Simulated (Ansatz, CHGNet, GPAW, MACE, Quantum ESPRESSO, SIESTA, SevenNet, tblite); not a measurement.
## AlN/GaN superlattice along [0001] (64 atoms): runs against a plane-wave reference

The cell holds 64 atoms: 24 Al, 32 N and 8 Ga. Cell: a = 6.378 Å, b = 6.378 Å, c = 19.950 Å, α = 90.0°, β = 90.0°, γ = 120.0°. Wurtzite lattice with in-plane constant 3.189 Å; 3 periods of AlN and 1 of GaN along [0001], 2 x 2 in-plane cells; the two parts stretched along z by 0.9492 and 1.0; every coordinate displaced by a Gaussian of 0.02 Å. Then every atom was moved at random, 0.02 Å r.m.s. a Cartesian component. Regions: AlN, 48 atoms (24 Al and 24 N); GaN, 16 atoms (8 Ga and 8 N).

Geometry: as built.

The reference, a calculation:

```
method                                           : Kohn-Sham DFT, PBE, PAW, plane waves (Ansatz 0.2.0); cutoff 420 eV, Γ point, fermi-dirac smearing of 0.05 eV; PAW set soft_2
r.m.s. force component                           : 0.9235 eV/Å
longest force                                    : 5.011 eV/Å
pressure                                         : 1.369 GPa
gap (highest filled to lowest empty level) : 2.522 eV
SCF cycles                                       : 10
time                                             : 12 s on 4 threads of Arm Neoverse N1, shared host
CPU time                                         : 43 s
```

**Question.** The same geometry is run in other programs. How far does each lie from the reference, and what does it cost?
- QE PBE, gbrv-1.5, 40/200 Ry (Quantum ESPRESSO 7.5; 2 MPI ranks)
- GPAW PBE, LCAO dzp, h 0.18 Å (GPAW 26.7.0; 1 thread)
- GPAW PBE, LCAO szp(dzp), h 0.18 Å (GPAW 26.7.0; 1 thread)
- GPAW PBE, LCAO sz(dzp), h 0.18 Å (GPAW 26.7.0; 1 thread)
- MACE MP-0b3 medium potential (MACE MP-0b3 medium; 1 thread)
- SIESTA PBE, DZP, shift 0.01 Ry, mesh 500 Ry (SIESTA 5.4.2; 2 MPI ranks)
- tblite GFN1-xTB (tblite 0.8.0; 1 thread)
- SevenNet l3i5 potential (SevenNet l3i5; 1 thread)
- GPAW PBE, grid h 0.18 Å (GPAW 26.7.0; 2 MPI ranks)
- SIESTA PBE, SZ, shift 0.01 Ry, mesh 500 Ry (SIESTA 5.4.2; 1 thread)

Differences are against the plane-wave reference, forces as r.m.s. over components; share is that over the reference's r.m.s. force, slope the least-squares factor from reference forces to these. Total energies of different programs have different zeros and aren't compared.

```tsv
run	Δ force, r.m.s. (meV/Å)	share (%)	slope	Δ pressure (GPa)	Δ gap (eV)	cores	CPU time	memory (GiB)
reference	-	-	-	-	-	4	43 s	0.86
QE PBE, gbrv-1.5, 40/200 Ry	6.94	0.751	1.004	0.163	0.0149	2	12 min	0.73
GPAW PBE, LCAO dzp, h 0.18 Å	280	30.3	1.239	-	-0.0056	1	8.2 min	1.4
GPAW PBE, LCAO szp(dzp), h 0.18 Å (coarse)	310	33.6	1.269	-	0.287	1	6 min	1.3
GPAW PBE, LCAO sz(dzp), h 0.18 Å (coarse)	339	36.7	1.301	-	-0.152	1	1.7 min	0.96
MACE MP-0b3 medium potential	230	24.9	0.810	-1.88	-	1	12 s	1.1
SIESTA PBE, DZP, shift 0.01 Ry, mesh 500 Ry	57.9	6.26	1.055	1.50	0.0904	2	23 min	2.2
tblite GFN1-xTB	518	56.1	0.587	27.1	-	1	11 s	0.12
SevenNet l3i5 potential	152	16.4	0.943	-1.48	-	1	15 s	1.4
GPAW PBE, grid h 0.18 Å	209	22.6	1.173	-	0.0958	2	6.7 min	1.5
SIESTA PBE, SZ, shift 0.01 Ry, mesh 500 Ry (coarse)	231	25.1	1.144	15.7	-0.159	1	3.8 min	0.88
```

Rows marked coarse were listed beforehand as settings not expected to be converged; some can still land near the reference.

Times of the machine-learned potentials are mostly Python's start and the loading of weights.

CPU time is summed over cores on a shared host, where runs went side by side, so it is rough. Symmetry, cutoffs, thresholds, outputs and thread counts weren't matched or tuned between programs; memory under MPI is the largest rank's times the ranks.

PBE on plane waves or a grid with other potentials, cutoffs or grids, coarse settings apart, differs from the reference by 0.75 % (QE PBE, gbrv-1.5, 40/200 Ry) to 23 % (GPAW PBE, grid h 0.18 Å) of the r.m.s. force; this holds the reference's own error, so differences of a few per cent don't tell which side is nearer the exact PBE result (QE's 40 Ry are 544 eV, against the reference's 420 eV). GPAW PBE, grid h 0.18 Å stands apart from the other plane-wave or grid runs, so its own grid or potentials are the likelier cause. The PBE runs in local orbitals, coarse settings apart, differ by 6.3 % (SIESTA PBE, DZP, shift 0.01 Ry, mesh 500 Ry) to 30 % (GPAW PBE, LCAO dzp, h 0.18 Å); basis, grid and potentials can all enter. Tight binding differs by 56 % (tblite GFN1-xTB); it is another model, with fitted parameters of its own, and the xTB methods hold dispersion. Periodic xTB results under one method name differ between programs and library versions. Machine-learned potentials mimic data converged in k, so the reference's own k-point error enters their differences. The electronic-structure runs sample only Γ, in a cell whose shortest periodic width is 6 Å.

[Logs are printed without paths, hosts, clocks, repeated set-up lines and the standing remarks that a program may print on its own settings, such as how far it seeks lower states.]

[Hosts, paths, dates, database ids (printed as entryN), source tags and the programs' standing remarks are cut or masked in the printed files.]
